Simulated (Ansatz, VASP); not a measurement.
# Two plane-wave programs on Ge

Contents of INCAR:

```
SYSTEM = Ge
PREC     = Accurate       ! precision mode
ENCUT    = 520            ! plane-wave cutoff, eV
EDIFF    = 1E-6           ! SCF threshold, eV
ISMEAR   = 0              ! smearing method
SIGMA    = 0.1            ! smearing width, eV
LREAL    = .FALSE.        ! projectors in reciprocal space
LASPH    = .TRUE.         ! aspherical terms in the spheres
NELM     = 100            ! most SCF steps
ALGO     = Normal         ! electronic algorithm
ISIF     = 2              ! what is computed and relaxed
LWAVE    = .FALSE.        ! write WAVECAR
LCHARG   = .TRUE.         ! write CHGCAR
GGA      = PS             ! functional
LELF     = .TRUE.         ! ELF
LVHAR    = .TRUE.       
NBANDS   = 28             ! bands
```

KPOINTS

```
Automatic mesh
0
G
  6 6 4
  0 0 0
```

Contents of POSCAR:

```
Ge
1.0
    4.1437142536      0.0000000000      0.0000000000
   -2.0718571268      3.5885618097      0.0000000000
    0.0000000000      0.0000000000      4.7011825310
Ge
3
Direct
    0.2254000000      0.0000000000      0.3333333333
    0.0000000000      0.2254000000      0.6666666667
    0.7746000000      0.7746000000      0.0000000000
```

Input for Ansatz:

```yaml
crystal:
  lattice:
    - [4.1437142536, 0.0, 0.0]
    - [-2.0718571268, 3.5885618097, 0.0]
    - [0.0, 0.0, 4.701182531]
  atoms:
    - { symbol: Ge, position: [0.2254, 0.0, 0.3333333333] }
    - { symbol: Ge, position: [0.0, 0.2254, 0.6666666667] }
    - { symbol: Ge, position: [0.7746, 0.7746, 0.0] }
basis:
  ecutwfc: 420
kpoints:
  mp_grid: { grid: [6, 6, 4] }
hamiltonian:
  xc: pbesol
scf:
  occupations: { method: gaussian, width: 0.1 }
  lower_state_search: "off"
output:
  forces: true
  stress: true
  eigenvalues: true
```

Alike in both runs: task single point; functional PBEsol; k mesh 6 × 6 × 4; occupations gaussian, width 0.1 eV; no spin polarisation.

|  | VASP | Ansatz |
| --- | --- | --- |
| version | VASP 6.6.1 | Ansatz 0.2.0 |
| potentials or method | VASP PAW PBE potentials, release 64 (Ge_d) | scalar-relativistic, plane waves, PAW |
| plane-wave cutoff (eV) | 520 | 420 |
| valence electrons in the cell | 42 | 42 |

```tsv
	VASP	Ansatz	Ansatz less VASP
gap on the k mesh at the Fermi level (eV)	none	none	-
pressure (GPa)	5.4	5.6	+0.22
largest component of the traceless stress (GPa)	1.57	1.55	-0.018
rms of the force components (eV/Å)	2.087	2.090	+0.0038
```

Atom by atom the forces differ by 0.004 eV/Å (rms over components). A gap of «none» marks a metal or a gap that the smearing closes. The functional is the same, so the differences come from potentials, cutoffs and numerics.

Caveats: the PAW data sets were made with another functional, which shifts forces and pressure a little (VASP).
